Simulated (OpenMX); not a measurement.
**Br under changes of volume**

One of the cells (33.988 Å³/atom); the others are scaled copies at fixed shape and fractional positions:

```
Br
1.0
     3.36325   -2.32255    0.00000
     3.36325    2.32255    0.00000
     0.00000    0.00000    8.70230
Br
4
Direct
  0.36510 0.63490 0.39010
  0.13490 0.86510 0.89010
  0.63490 0.36510 0.60990
  0.86510 0.13490 0.10990
```

```yaml
Program: OpenMX 3.8.5
Functional: PBE
Potentials_or_basis: OpenMX 2013 PBE set, Br7.0-s3p2d2f1, fixed grid of 40 × 40 × 90 points
k_mesh: 7 × 7 × 3
Occupations: fermi-dirac, width 0.05 eV
Spin: no spin polarisation
```

```tsv
volume (Å³/atom)	energy over the lowest point (meV/atom)	gap on the mesh (eV)	largest force (eV/Å)
31.949	48.89	2.09	1.940
32.629	?	?	?
33.308	21.46	1.97	1.388
33.988	12.41	1.90	1.141
34.668	5.99	1.84	0.912
35.348	1.95	1.78	0.697
36.028	0.00	1.72	0.500
```

Q: What does the run at 32.629 Å³/atom give?

A: Energy over the lowest point 33.49 meV/atom; gap on the mesh 2.03 eV; largest force 1.655 eV/Å.

Worked out: A Birch-Murnaghan fit of order 3 (a polynomial in V^(-2/3)) to the other rows has its minimum at 36.40 Å³/atom, just outside them, with B0 = V·E''(V) = 22 GPa and B' = 5.3 at fixed shape and positions, which overstates the stiffness. It gives 33.49 meV/atom at 32.629 Å³/atom, against the run's 33.49. A straight line through the other rows of the gap, of slope -3.1 eV per unit of ln V, gives 2.03 eV, against the run's 2.03.

Energies are extrapolated to zero smearing.

Caveats: an odd mesh through Γ misses points on the zone boundary, where band edges often lie; the basis of atomic orbitals isn't converged, which shifts pressures, moduli and gaps; forces of over 1 eV/Å show positions far from the minimum, so gaps and moduli don't describe the material at rest (some runs). Spin-orbit coupling on Br is left out.
